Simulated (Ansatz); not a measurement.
**CaF2: how the settings move a single-point run**

Aim: see which settings change the result for CaF2, by how much, and at what cost.

Method: reference: DFT, PBE, plane-wave PAW, default files, scalar-relativistic, in Ansatz 0.2.0.

## Step 1: Starting point

The structure is cubic, space group Fm-3m (No. 225). The conventional cell has a = 5.516 Å, b = 5.516 Å, c = 5.516 Å, α = 90.00°, β = 90.00°, γ = 90.00°. Ca (site symmetry m-3m) is surrounded by 8 F at 2.39 Å. F (site symmetry -43m) has 4 Ca at 2.39 Å as nearest neighbours.

As a file:

```
Ca F
1.0
     0.00000    2.75803    2.75803
     2.75803    0.00000    2.75803
     2.75803    2.75803    0.00000
Ca F
1 2
Direct
  0.00000 0.00000 0.00000
  0.75000 0.75000 0.75000
  0.25000 0.25000 0.25000
```

## Step 2: Baseline

File input.yaml:

```yaml
crystal:
  lattice:
    - [0.0, 2.7580259682, 2.7580259682]
    - [2.7580259682, 0.0, 2.7580259682]
    - [2.7580259682, 2.7580259682, 0.0]
  atoms:
    - { symbol: Ca, position: [0.0, 0.0, 0.0] }
    - { symbol: F, position: [0.75, 0.75, 0.75] }
    - { symbol: F, position: [0.25, 0.25, 0.25] }
kpoints:
  mp_grid: { grid: [6, 6, 6] }
scf:
  occupations: { method: fermi_dirac, width: 0.02 }
hamiltonian:
  xc: pbe
  pseudopotentials: { kind: paw }
output:
  forces: true
  stress: true
  populations: true
  efg: { quadrupole_moments_barn: { Ca: -0.0408 }, contact_densities: true }
```

Command:

```sh
$ ansatz run input.yaml --threads 1 --pin off --max-ram 3072MiB --backend cpu --events-out ev --progress --plain --runs-dir out
```

## Step 3: Variant: lower_state_search off

Changes to input.yaml since step 2:

```diff
@@ -13,2 +13,3 @@
   occupations: { method: fermi_dirac, width: 0.02 }
+  lower_state_search: "off"
 hamiltonian:
```

## Step 4: Changing settings: lower_state_search full

Changes to input.yaml since step 2:

```diff
@@ -13,2 +13,3 @@
   occupations: { method: fermi_dirac, width: 0.02 }
+  lower_state_search: full
 hamiltonian:
```

**Question.** What will these runs give? Wanted: for each run, ending; energy change; pressure; gap; force.

**Answer**, as computed:

| run | ending | energy change | pressure (GPa) | gap (eV) | force (eV/Å) | cycles | time |
| --- | --- | --- | --- | --- | --- | --- | --- |
| reference | converged | 0 | -0.2 | 7.13 | 0.00 | 6 | 1.9 s |
| 1: lower_state_search off | converged | 0.0 meV/atom | -0.2 | 7.13 | 0.00 | 6 | 1.9 s |
| 2: lower_state_search full | converged | 0.0 meV/atom | -0.2 | 7.13 | 0.00 | 6 | 26 s |

Residual by cycle in the longest SCF loop of each run; runs are numbered as in the table. The quantity is the density residual dr2, in eV.

```csv
cycle,reference,run 1,run 2
1,1.0e-4,1.0e-4,1.0e-4
2,2.8e-4,2.8e-4,2.8e-4
3,5.0e-5,5.0e-5,5.0e-5
4,3.8e-7,3.8e-7,3.8e-7
5,2.3e-8,2.3e-8,2.3e-8
6,8.7e-9,8.7e-9,8.7e-9
```

What this shows: Of the converged runs whose energies compare with the reference's, none moves it noticeably. Of the variants the dearest is «lower_state_search full» (26 s), the cheapest «lower_state_search off» (1.9 s), on a shared host.

The gaps are Kohn-Sham values of a semilocal functional, not quasiparticle or optical gaps. Such gaps usually fall short of the measured ones.
